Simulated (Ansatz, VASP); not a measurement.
**Sb: VASP beside Ansatz**

```
Sb
1.0
    -1.85878    1.85878    1.85878
     1.85878   -1.85878    1.85878
     1.85878    1.85878   -1.85878
Sb
1
Direct
  0.00000 0.00000 0.00000
```

This isn't the form of Sb at room conditions, which is rhombohedral.

Alike in both runs: task single point; functional PBE0; k mesh 6 × 6 × 6; occupations fermi-dirac, width 0.05 eV; no spin polarisation.

|  | VASP | Ansatz |
| --- | --- | --- |
| version | VASP 6.6.1 | Ansatz 0.2.0 |
| potentials or method | VASP PAW PBE potentials, release 64 (Sb) | Ansatz PAW |
| plane-wave cutoff (eV) | 520 | 420 |
| valence electrons in the cell | 5 | 15 |

VASP gave:

* gap on the k mesh at the Fermi level (eV): none
* pressure (GPa): 1.2

Question: Which values does Ansatz return?

Answer: gap on the k mesh at the Fermi level (eV): none; pressure (GPa): 2.6.

A gap of «none» marks a metal or a gap that the smearing closes. The two sets of potentials don't hold the same shells in valence.

Caveats: the k mesh is coarse (spacing up to 0.40 Å⁻¹), so the values aren't converged, least of all with exact exchange; the PAW data sets were made with another functional, which shifts forces and pressure a little (VASP); the PAW data sets come from PBE, with cores solved anew for the run's functional, which leaves a small shift of forces and pressure (Ansatz); the thresholds are loose for stress (Ansatz). The runs have no spin-orbit coupling, so splittings on Sb are missing.
